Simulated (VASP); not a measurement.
# Si (Fd-3m) in VASP: settings compared

Aim: see how the results for Si move with the level of theory and the settings. Levels: PBE, r2SCAN. Tasks: QSGW quasiparticle levels, equation of state, elastic constants.

All numbers are computed with VASP 6.6.1; they aren't measurements. Logs are shortened: lines on timing, memory, paths and dates and some standing lists are left out, and cuts for length are marked.

## Step 1: The crystal as given

Symmetry: Fd-3m, No. 227, cubic system. The conventional cell has a = 5.444 Å, b = 5.444 Å, c = 5.444 Å, α = 90.00°, β = 90.00°, γ = 90.00°. Si (site symmetry -43m) has 4 Si at 2.36 Å as nearest neighbours.

## Step 2: QSGW quasiparticle levels, PBE

The input, POSCAR:

```
Si
1.0
    0.0000000000      2.7218511865      2.7218511865
    2.7218511865      0.0000000000      2.7218511865
    2.7218511865      2.7218511865      0.0000000000
Si
2
Direct
    0.5000000000      0.5000000000      0.5000000000
    0.7500000000      0.7500000000      0.7500000000
```

The input, INCAR.step1:

```
SYSTEM = Si
PREC     = Accurate       ! precision mode
ENCUT    = 450            ! plane-wave cutoff, eV
EDIFF    = 1E-8           ! SCF threshold, eV
ISMEAR   = 0              ! smearing method
SIGMA    = 0.01           ! smearing width, eV
LREAL    = .FALSE.        ! projectors in reciprocal space
LASPH    = .TRUE.         ! aspherical terms in the spheres
NELM     = 60             ! most SCF steps
ALGO     = Normal         ! electronic algorithm
LWAVE    = .TRUE.         ! write WAVECAR
LCHARG   = .FALSE.        ! write CHGCAR
GGA      = PE             ! functional
```

The input, INCAR.step2:

```
SYSTEM = Si
PREC     = Accurate       ! precision mode
ENCUT    = 450            ! plane-wave cutoff, eV
EDIFF    = 1E-8           ! SCF threshold, eV
ISMEAR   = 0              ! smearing method
SIGMA    = 0.01           ! smearing width, eV
LREAL    = .FALSE.        ! projectors in reciprocal space
LASPH    = .TRUE.         ! aspherical terms in the spheres
NELM     = 1              ! most SCF steps
ALGO     = Exact          ! electronic algorithm
LWAVE    = .TRUE.         ! write WAVECAR
LCHARG   = .FALSE.        ! write CHGCAR
GGA      = PE             ! functional
NBANDS   = 172            ! bands
LOPTICS  = .TRUE.         ! frequency-dependent dielectric function
ISTART   = 1
```

The input, INCAR.step3:

```
SYSTEM = Si
PREC     = Accurate       ! precision mode
ENCUT    = 450            ! plane-wave cutoff, eV
EDIFF    = 1E-8           ! SCF threshold, eV
ISMEAR   = 0              ! smearing method
SIGMA    = 0.01           ! smearing width, eV
LREAL    = .FALSE.        ! projectors in reciprocal space
LASPH    = .TRUE.         ! aspherical terms in the spheres
ALGO     = QPGW           ! electronic algorithm
LWAVE    = .FALSE.        ! write WAVECAR
LCHARG   = .FALSE.        ! write CHGCAR
GGA      = PE             ! functional
NELMGW   = 4            
NBANDS   = 172            ! bands
ENCUTGW  = 150            ! cutoff of the response function
NOMEGA   = 64             ! frequency points
PRECFOCK = Fast         
ISTART   = 1            
NBANDSGW = 16
```

The input, KPOINTS:

```
regular mesh
0
G
  4 4 4
  0 0 0
```

Potentials or basis: VASP PAW PBE potentials, release 64 (Si_GW).

Command:

```console
cat potpaw_PBE.64/Si_GW/POTCAR > POTCAR
cp INCAR.step1 INCAR
mpirun -np 1 vasp_std > vasp.out
cp INCAR.step2 INCAR
mpirun -np 1 vasp_std > vasp.out
cp INCAR.step3 INCAR
mpirun -np 1 vasp_std > vasp.out
```

OUTCAR:

```text
SYSTEM = Si
   PREC = Accurate
   ENCUT = 450
   EDIFF = 1E-8
   ISMEAR = 0
   LREAL = .FALSE.
   LASPH = .TRUE.
   GGA = PE
   NELMGW = 4
   ENCUTGW = 150
   PRECFOCK = Fast
   ISTART = 1

 ion  position               nearest neighbor table
   1  0.500  0.500  0.500-   2 2.36   2 2.36   2 2.36   2 2.36
   2  0.750  0.750  0.750-   1 2.36   1 2.36   1 2.36   1 2.36

  LATTYP: Found a face centered cubic cell.
 ALAT       =     5.4437023730

  Lattice vectors:

 A1 = (   0.0000000000,   2.7218511865,   2.7218511865)
 A2 = (   2.7218511865,   0.0000000000,   2.7218511865)
 A3 = (   2.7218511865,   2.7218511865,   0.0000000000)

Analysis of symmetry for initial positions (statically):
=====================================================================
 Subroutine PRICEL returns:
 Original cell was already a primitive cell.

 Routine SETGRP: Setting up the symmetry group for a
 face centered cubic supercell.

 Subroutine GETGRP returns: Found 48 space group operations
 (whereof 24 operations were pure point group operations)
 out of a pool of 48 trial point group operations.

The static configuration has the point symmetry T_d .
 The point group associated with its full space group is O_h .

Analysis of symmetry for dynamics (positions and initial velocities):
=====================================================================
 Subroutine PRICEL returns:
 Original cell was already a primitive cell.

 Routine SETGRP: Setting up the symmetry group for a
 face centered cubic supercell.

 Subroutine GETGRP returns: Found 48 space group operations
 (whereof 24 operations were pure point group operations)
 out of a pool of 48 trial point group operations.

The dynamic configuration has the point symmetry T_d .
 The point group associated with its full space group is O_h .

 Subroutine INISYM returns: Found 48 space group operations
 (whereof 24 operations are pure point group operations),
 and found     1 'primitive' translations

----------------------------------------------------------------------------------------

                                     Primitive cell

  volume of cell :      40.3295

[... 45 lines left out ...]
  0.000000  0.000000  0.000000      1.000000
  0.250000  0.000000  0.000000      8.000000
  0.500000  0.000000  0.000000      4.000000
  0.250000  0.250000  0.000000      6.000000
  0.500000  0.250000  0.000000     24.000000
 -0.250000  0.250000  0.000000     12.000000
  0.500000  0.500000  0.000000      3.000000
 -0.250000  0.500000  0.250000      6.000000
   k-points           NKPTS =      8   k-points in BZ     NKDIM =     64   number of bands    NBANDS=    172
   number of dos      NEDOS =    301   number of ions     NIONS =      2
   total plane-waves  NPLWV =  21952
   dimension x,y,z NGX =    28 NGY =   28 NGZ =   28
   dimension x,y,z NGXF=    56 NGYF=   56 NGZF=   56
   ions per type =               2
   NGX,Y,Z   is equivalent  to a cutoff of  12.09, 12.09, 12.09 a.u.
   NGXF,Y,Z  is equivalent  to a cutoff of  24.19, 24.19, 24.19 a.u.
 SYSTEM =  Si
   PREC   = accura    normal or accurate (medium, high low for compatibility)
   ISTART =      1    job   : 0-new  1-cont  2-samecut
   ICHARG =      0    charge: 1-file 2-atom 10-const
   ISPIN  =      1    spin polarized calculation?
   LNONCOLLINEAR =      F non collinear calculations
   LSORBIT =      F    spin-orbit coupling
   LASPH  =      T    aspherical Exc in radial PAW
   ENCUT  =  450.0 eV  33.07 Ry    5.75 a.u.   6.66  6.66  6.66*2*pi/ulx,y,z
   NELM   =     60;   NELMIN=  2; NELMDL=  0     # of ELM steps
   EDIFF  = 0.1E-07   stopping-criterion for ELM
   LREAL  =      F    real-space projection
   EDIFFG = 0.1E-06   stopping-criterion for IOM
   NSW    =      0    number of steps for IOM
   IBRION =     -1    ionic relax: 0-MD 1-quasi-New 2-CG
   NFREE  =      0    steps in history (QN), initial steepest desc. (CG)
   ISIF   =      0    stress and relaxation
   ISYM   =      3    0-nonsym 1-usesym 2-fastsym
   POTIM  = 0.5000    time-step for ionic-motion
   TEBEG  =    0.0;   TEEND  =   0.0 temperature during run
   PSTRESS=    0.0 pullay stress
   NELECT =       8.0000    total number of electrons
   NUPDOWN=      -1.0000    fix difference up-down
   EMIN   =  10.00;   EMAX   =-10.00  energy-range for DOS
   EFERMI =   0.00;   METHOD = LEGACY
   ISMEAR =     0;   SIGMA  =   0.01  broadening in eV -4-tet -1-fermi 0-gaus
   EFERMI_NEDOS =   21; number of points for ismear=-14 and -15
   IALGO  =     38    algorithm
   IMIX   =      4    mixing-type and parameters
     AMIX     =   0.40;   BMIX     =  1.00
     AMIX_MAG =   1.60;   BMIX_MAG =  1.00
  volume/ion in A,a.u.               =      20.16       136.08
  Fermi-wavevector in a.u.,A,eV,Ry     =   0.954766  1.804247 12.402783  0.911579
  Thomas-Fermi vector in A             =   2.083543
   LORBIT       =      0    0 simple, 1 ext, 2 COOP (PROOUT), +10 PAW based schemes
   GGA     = PE    functional components
   LHFCALC =     T    Hartree Fock is set to
   PRECFOCK=fast      Normal, Fast or Accurate (Low or Medium for compatibility)
   ENCUT4O =  -1.0   cutoff for four orbital integrals eV
   NKREDX  =     1    reduce k-point grid by
   NKREDY  =     1    reduce k-point grid by
   NKREDZ  =     1    reduce k-point grid by
   AEXX    =    1.0000 exact exchange contribution
   HFSCREEN=    0.0000 screening length (either q_TF or 0.3 A-1)
   HFSCREENC=   0.0000 screening length for correlation (either q_TF or 0.3 A-1)
   ENCUTFOCK=  -1.0 apply spherical cutoff to Coloumb kernel
   IVDW    =     0    specifies the selected vdW correction
   LEPSILON=     F    determine dielectric tensor
   LRPA    =     F    only Hartree local field effects (RPA)
   LRPAFORCE           =     F    calculate RPA forces
   ENCUTGW             = 150.0    cutoff for response function in eV
   ENCUTGWSOFT         = 120.0    soft cutoff for Coulomb kernel in GW response function in eV
   ENCUTLF             =  -1.0    cutoff for local field effects
   NELMGW              =     4    number of iterations in solving QP/BSE equation
   NELMHF              =     1    number of iterations in the inner HF iteration
   NKREDLFX            =     1    NKREDLFY  =   1   NKREDLFZ  =   1
 non-spin polarized calculation
 Gauss-broadening in eV      SIGMA  =   0.01
  energy-cutoff  :      450.00
  volume of cell :       40.33
 maximum number of plane-waves:       893
 NGX is ok and might be reduce to    28
  NGX = 16; NGY = 16; NGZ = 16
   NGX = 13   NGY = 13   NGZ = 13
 maximum number of plane-waves:       176

 QP shifts <psi_nk| G(iteration)W_0 |psi_nk>: iteration 1
 for sc-GW calculations column KS-energies equals QP-energies in previous step
 and V_xc(KS)=  KS-energies - (<T + V_ion + V_H > + <T+V_H+V_ion>^1  + <V_x>^1)

 k-point   1 :       0.0000    0.0000    0.0000
  band No.  KS-energies  QP-energies   sigma(KS)   V_xc(KS)     V^pw_x(r,r')   Z            occupation Imag(sigma)

      1      -6.4847      -6.9606     -11.1312     -10.4406     -17.4669       0.6892       2.0000       1.1455
      2       5.4367       4.8866     -12.1231     -11.4016     -13.0150       0.7623       2.0000       0.0305
      3       5.4367       4.8866     -12.1231     -11.4016     -13.0150       0.7623       2.0000       0.0305
      4       5.4367       4.8866     -12.1231     -11.4016     -13.0150       0.7623       2.0000       0.0305
      5       7.9779       8.0780      -9.9522     -10.0847      -5.5644       0.7550       0.0000      -0.0568
      6       7.9779       8.0780      -9.9522     -10.0847      -5.5644       0.7550       0.0000      -0.0568
[... 787 lines left out ...]
      2      -3.0048      -3.0355      -3.0322      -3.0433       0.7139       2.0000
      3       0.7684       0.7507       0.7525       0.7471       0.7456       2.0000
      4       0.7684       0.7507       0.7525       0.7471       0.7456       2.0000
      5       9.6805       9.6875       9.6875       9.6895       0.7744       0.0000
      6       9.6805       9.6875       9.6875       9.6895       0.7744       0.0000
[... 8 lines left out ...]
     15      23.6753      23.6925      23.6896      23.6942       0.7596       0.0000
     16      23.6753      23.6925      23.6896      23.6942       0.7596       0.0000
```

Run time: 12 min. Hardware: 1 thread of AMD EPYC 9R45 (Zen 5), shared host; peak memory 0.7 GiB.

What came out:

```
Band gap on the k mesh, mean-field level : 0.71 eV, indirect (least direct gap 2.54 eV)
Quasiparticle gap                        : 1.38 eV
Least direct quasiparticle gap           : 3.44 eV
```

Quasiparticle gap after each update of the energies (eV): 1.21, 1.32, 1.36, 1.38

Caveat: the k mesh is coarse (spacing up to 0.50 Å⁻¹), so the values aren't converged; bands, screening cutoff and mesh are small and nothing is extrapolated, so the quasiparticle values aren't converged.

## Step 3: Equation of state, r2SCAN, 18.95 Å³/atom (volume scaled by 0.94)

The input, INCAR:

```
SYSTEM = Si
  PREC = Accurate
  ENCUT = 520
  EDIFF = 1E-7
  ISMEAR = -1
  SIGMA = 0.05
  LREAL = .False.
  LASPH = .True.
  NELM = 80
  ALGO = Normal
  ISIF = 2
  LWAVE = .False.
  LCHARG = .False.
  METAGGA = R2SCAN
  LMIXTAU = .True.
```

The input, KPOINTS:

```
regular mesh
0
Gamma
  8 8 8
  0 0 0
```

The input, POSCAR:

```
Si
1.0
    0.0000000000      2.6662876123      2.6662876123
    2.6662876123      0.0000000000      2.6662876123
    2.6662876123      2.6662876123      0.0000000000
Si
2
Direct
    0.5000000000      0.5000000000      0.5000000000
    0.7500000000      0.7500000000      0.7500000000
```

Potentials or basis: VASP PAW PBE potentials, release 64 (Si).

Command:

```console
cat potpaw_PBE.64/Si/POTCAR > POTCAR
mpirun -np 1 vasp_std > vasp.out
```

It took 20 s on 1 thread of Intel Xeon 6975P-C (Granite Rapids), shared host; peak memory 0.15 GiB.

Results (log left out):

* Free energy: -17.5015 eV
* Pressure: 6.6 GPa
* Band gap on the k mesh: 0.72 eV, indirect (least direct gap 2.78 eV)

Caveat: the PAW data sets were made with another functional, which shifts forces and pressure a little.

## Step 4: Equation of state, r2SCAN, 19.36 Å³/atom (volume scaled by 0.96)

The input, INCAR:

```
SYSTEM = Si
PREC = Accurate
ENCUT = 520
EDIFF = 1E-6
ISMEAR = -1
SIGMA = 0.05
LREAL = .False.
LASPH = .True.
NELM = 100
ALGO = Normal
ISIF = 2
LWAVE = .False.
LCHARG = .False.
METAGGA = R2SCAN
LMIXTAU = .True.
```

The input, KPOINTS:

```
Automatic mesh
0
Gamma
  8 8 8
  0 0 0
```

The input, POSCAR:

```
Si
1.0
    0.0000000000      2.6850649043      2.6850649043
    2.6850649043      0.0000000000      2.6850649043
    2.6850649043      2.6850649043      0.0000000000
Si
2
Direct
    0.5000000000      0.5000000000      0.5000000000
    0.7500000000      0.7500000000      0.7500000000
```

Command:

```console
cat potpaw_PBE.64/Si/POTCAR > POTCAR
mpirun -np 1 vasp_std > vasp.out
```

It took 18 s on 1 thread of Intel Xeon 6975P-C (Granite Rapids), shared host; peak memory 0.15 GiB.

The run converged. Its results:

- Free energy: -17.5283 eV
- Pressure: 4.1 GPa
- Band gap on the k mesh: 0.76 eV, indirect (least direct gap 2.77 eV)

Caveat: the PAW data sets were made with another functional, which shifts forces and pressure a little.

## Step 5: Equation of state, r2SCAN, 19.76 Å³/atom (volume scaled by 0.98)

The input, INCAR:

```
SYSTEM = Si
PREC     = Accurate       ! precision mode
ENCUT    = 520            ! plane-wave cutoff, eV
EDIFF    = 1E-7           ! SCF threshold, eV
ISMEAR   = -1             ! smearing method
SIGMA    = 0.05           ! smearing width, eV
LREAL    = .False.        ! projectors in reciprocal space
LASPH    = .True.         ! aspherical terms in the spheres
NELM     = 60             ! most SCF steps
ALGO     = Normal         ! electronic algorithm
ISIF     = 2              ! what is computed and relaxed
LWAVE    = .False.        ! write WAVECAR
LCHARG   = .False.        ! write CHGCAR
METAGGA  = R2SCAN         ! meta-GGA
LMIXTAU  = .True.
```

KPOINTS is that of step 4.

The input, POSCAR:

```
Si
1.0
    0.0000000000      2.7035831784      2.7035831784
    2.7035831784      0.0000000000      2.7035831784
    2.7035831784      2.7035831784      0.0000000000
Si
2
Direct
    0.5000000000      0.5000000000      0.5000000000
    0.7500000000      0.7500000000      0.7500000000
```

Command:

```console
cat potpaw_PBE.64/Si/POTCAR > POTCAR
mpirun -np 1 vasp_std > vasp.out
```

It took 20 s on 1 thread of Intel Xeon 6975P-C (Granite Rapids), shared host; peak memory 0.15 GiB.

It converged, with:

```yaml
Free_energy: -17.5431 eV
Pressure: 1.8 GPa
Band_gap_on_the_k_mesh: 0.79 eV, indirect (least direct gap 2.76 eV)
```

Caveat: the PAW data sets were made with another functional, which shifts forces and pressure a little.

## Step 6: Equation of state, r2SCAN, 20.57 Å³/atom (volume scaled by 1.02)

The input, INCAR:

```
SYSTEM = Si
PREC = Accurate ; ENCUT = 520
EDIFF = 1E-7 ; ISMEAR = -1
SIGMA = 0.05 ; LREAL = .FALSE.
LASPH = .TRUE. ; NELM = 100
ALGO = Normal ; ISIF = 2
LWAVE = .FALSE. ; LCHARG = .FALSE.
METAGGA = R2SCAN ; LMIXTAU = .TRUE.
```

The input, KPOINTS:

```
Automatic mesh
0
G
  8 8 8
  0 0 0
```

The input, POSCAR:

```
Si
1.0
    0.0000000000      2.7398772164      2.7398772164
    2.7398772164      0.0000000000      2.7398772164
    2.7398772164      2.7398772164      0.0000000000
Si
2
Direct
    0.5000000000      0.5000000000      0.5000000000
    0.7500000000      0.7500000000      0.7500000000
```

Potentials or basis: VASP PAW PBE potentials, release 64 (Si).

Command:

```console
cat potpaw_PBE.64/Si/POTCAR > POTCAR
mpirun -np 1 vasp_std > vasp.out
```

It took 28 s on 1 thread of Intel Xeon 6975P-C (Granite Rapids), shared host; peak memory 0.16 GiB.

Results (log left out):

- Free energy: -17.5414 eV
- Pressure: -2.0 GPa
- Band gap on the k mesh: 0.86 eV, indirect (least direct gap 2.75 eV)

Caveat: the PAW data sets were made with another functional, which shifts forces and pressure a little.

## Step 7: Equation of state, r2SCAN, 20.97 Å³/atom (volume scaled by 1.04)

The input, INCAR:

```
SYSTEM = Si
PREC = Accurate ; ENCUT = 520
EDIFF = 1E-7 ; ISMEAR = -1
SIGMA = 0.05 ; LREAL = .False.
LASPH = .True. ; NELM = 60
ALGO = Normal ; ISIF = 2
LWAVE = .False. ; LCHARG = .False.
METAGGA = R2SCAN ; LMIXTAU = .True.
```

The input, KPOINTS:

```
Automatic mesh
0
Gamma
  8 8 8
  0 0 0
```

The input, POSCAR:

```
Si
1.0
    0.0000000000      2.7576691254      2.7576691254
    2.7576691254      0.0000000000      2.7576691254
    2.7576691254      2.7576691254      0.0000000000
Si
2
Direct
    0.5000000000      0.5000000000      0.5000000000
    0.7500000000      0.7500000000      0.7500000000
```

Command:

```console
cat potpaw_PBE.64/Si/POTCAR > POTCAR
mpirun -np 1 vasp_std > vasp.out
```

Run time: 29 s. Hardware: 1 thread of Intel Xeon 6975P-C (Granite Rapids), shared host; peak memory 0.16 GiB.

It converged, with:

| Property | Result |
| --- | --- |
| Free energy | -17.5269 eV |
| Pressure | -3.7 GPa |
| Band gap on the k mesh | 0.88 eV, indirect (least direct gap 2.74 eV) |

Caveat: the PAW data sets were made with another functional, which shifts forces and pressure a little.

## Step 8: Equation of state, r2SCAN, 21.37 Å³/atom (volume scaled by 1.06)

The input, INCAR:

```
PREC = Accurate
ENCUT = 520
EDIFF = 1E-6
ISMEAR = -1
SIGMA = 0.05
LREAL = F
LASPH = T
NELM = 100
ALGO = Normal
ISIF = 2
LWAVE = F
LCHARG = F
METAGGA = R2SCAN
LMIXTAU = T
```

The input, KPOINTS:

```
Automatic mesh
0
Gamma
  8 8 8
```

The input, POSCAR:

```
Si
1.0
    0.0000000000      2.7752343705      2.7752343705
    2.7752343705      0.0000000000      2.7752343705
    2.7752343705      2.7752343705      0.0000000000
Si
2
Direct
    0.5000000000      0.5000000000      0.5000000000
    0.7500000000      0.7500000000      0.7500000000
```

Command:

```console
cat potpaw_PBE.64/Si/POTCAR > POTCAR
mpirun -np 1 vasp_std > vasp.out
```

It took 24 s on 1 thread of Intel Xeon 6975P-C (Granite Rapids), shared host; peak memory 0.16 GiB.

Results (log left out):

```
Free energy            : -17.5046 eV
Pressure               : -5.2 GPa
Band gap on the k mesh : 0.91 eV, indirect (least direct gap 2.73 eV)
```

Caveat: the PAW data sets were made with another functional, which shifts forces and pressure a little.

(Part 1 of 2 ends here.)
